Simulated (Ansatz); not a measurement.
Set up this calculation in Ansatz 0.2.0, as the native input.

```
Task                : projected density of states
Functional          : PBE
Potentials or basis : Ansatz PAW
Cutoff              : 420 eV (not typed: the program's choice for these potentials)
k mesh              : 10 × 10 × 10
Occupations         : fermi-dirac, width 0.05 eV
Spin                : no spin polarisation
Hubbard terms       : Ti d U = 5 eV
Hubbard projectors  : ortho-atomic (the default)
Double counting     : fll (the default)
```

The system is TiO2 (Anatase).

```xyz
6
Lattice="-1.8921 1.8921 4.7573 1.8921 -1.8921 4.7573 1.8921 1.8921 -4.7573" Properties=species:S:1:pos:R:3 pbc="T T T"
Ti    0.0000    1.8921    2.3786
Ti    0.0000    0.0000    0.0000
O     0.0000    0.0000    7.5346
O     0.0000    1.8921    0.3987
O     0.0000    1.8921    4.3586
O     0.0000    0.0000    1.9800
```

The input as run:

input.yaml

```yaml
crystal:
  lattice:
    - [-1.8921, 1.8921, 4.7573]
    - [1.8921, -1.8921, 4.7573]
    - [1.8921, 1.8921, -4.7573]
  atoms:
    - { symbol: Ti, position: [0.75, 0.25, 0.5] }
    - { symbol: Ti, position: [0.0, 0.0, 0.0] }
    - { symbol: O, position: [0.7919, 0.7919, 0.0] }
    - { symbol: O, position: [0.5419, 0.0419, 0.5] }
    - { symbol: O, position: [0.9581, 0.4581, 0.5] }
    - { symbol: O, position: [0.2081, 0.2081, 0.0] }
hamiltonian:
  xc: pbe
  pseudopotentials: { kind: paw }
  hubbard: { sites: [{ species: Ti, l: d, u_eff: 5.0 }] }
kpoints:
  mp_grid: { grid: [10, 10, 10] }
scf:
  occupations: { method: fermi_dirac, width: 0.05 }
  n_extra_bands: 15
output:
  forces: true
  stress: true
  eigenvalues: true
  dos: { projected: true, de: 0.05, nscf_kmesh: { grid: [15, 15, 15] } }
```

Potentials or basis: Ansatz PAW.

The run is started by

```bash
$ ansatz run input.yaml --threads 2 --pin off --max-ram 5632MiB --backend cpu --events-out ev --progress --plain --runs-dir out
```

Results of the run:

| Property | Result |
| --- | --- |
| Pressure | 9.5 GPa |
| Largest force | 0.055 eV/Å |
| Band gap on the k mesh | 2.81 eV, indirect (least direct gap 3.17 eV) |

Caveat: the pressure holds a Pulay correction of +0.7 GPa for the finite cutoff; the density of states is complete only up to the lowest level of the last band computed.

Wall time 24 s on 2 threads of Intel(R) Xeon(R) Platinum 8259CL CPU @ 2.50GHz (Skylake/Cascade Lake), on a shared host, peak memory 0.93 GiB.
